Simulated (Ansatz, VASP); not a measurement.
ZnS in VASP and in Ansatz

```xyz
2
Lattice="0.0000 2.7020 2.7020 2.7020 0.0000 2.7020 2.7020 2.7020 0.0000" Properties=species:S:1:pos:R:3 pbc="T T T"
Zn    4.0530    4.0530    4.0530
S     0.0000    0.0000    0.0000
```

Alike in both runs: task relaxation of cell and atoms; functional B3LYP; k mesh 5 × 5 × 5; occupations fermi-dirac, width 0.05 eV; no spin polarisation.

```csv
,VASP,Ansatz
version,VASP 6.6.1,Ansatz 0.2.0
potentials or method,"VASP PAW PBE potentials, release 64 (Zn, S)",Ansatz PAW
plane-wave cutoff (eV),600,420
valence electrons in the cell,18,18
```

```csv
,VASP,Ansatz,Ansatz less VASP
"gap on the k mesh at the Fermi level, each at its own relaxed structure (eV)",3.37,3.36,-0.017
relaxed volume (Å³/atom),20.78,20.76,-0.020
relaxed cell length with the largest relative difference (Å),3.888,3.887,-0.0013
energy change over the relaxation (meV/atom),-12,-12,+0.1
```

Caveats: the PAW data sets were made with another functional, which shifts forces and pressure a little (VASP); odd divisions of the mesh miss points on the zone boundary, where band edges often lie, so the gap on the mesh can be too wide (Ansatz); the plane-wave basis is chosen anew once the cell has moved, so the energies of steps on either side of that aren't comparable (Ansatz); the PAW data sets come from PBE, with cores solved anew for the run's functional, which leaves a small shift of forces and pressure (Ansatz). Zero-point motion and thermal expansion aren't in these numbers.
